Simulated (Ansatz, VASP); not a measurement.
# BN: VASP beside Ansatz

```
CELL_PARAMETERS angstrom
2.44927 0.00000 0.00000
0.00000 2.57050 0.00000
0.00000 0.00000 6.00315
ATOMIC_POSITIONS crystal
B 0.50000 0.50000 0.16797
B 0.50000 0.50000 0.83203
B 0.00000 0.00000 0.50000
N 0.50000 0.00000 0.31381
N 0.00000 0.50000 0.00000
N 0.50000 0.00000 0.68619
```

Alike in both runs: functional PBE; k mesh 8 × 8 × 4; occupations gaussian, width 0.1 eV; no spin polarisation.

Ansatz relaxed the structure, and its values are those at the end. VASP's run is a single point on that final structure, the one shown.

|  | VASP | Ansatz |
| --- | --- | --- |
| version | VASP 6.6.1 | Ansatz 0.2.0 |
| potentials or method | VASP PAW PBE potentials, release 64 (B, N) | scalar-relativistic, plane waves, PAW |
| plane-wave cutoff (eV) | 520 | 420 |
| valence electrons in the cell | 24 | 24 |

```csv
,VASP,Ansatz,Ansatz less VASP
gap on the k mesh at the Fermi level (eV),none,none,-
pressure (GPa),0.2,0.1,-0.12
rms of the force components (eV/Å),0.004,0.002,-0.0023
```

A gap of «none» marks a metal or a gap that the smearing closes. With one functional, cell and mesh, what is left measures potentials, basis and numerics.
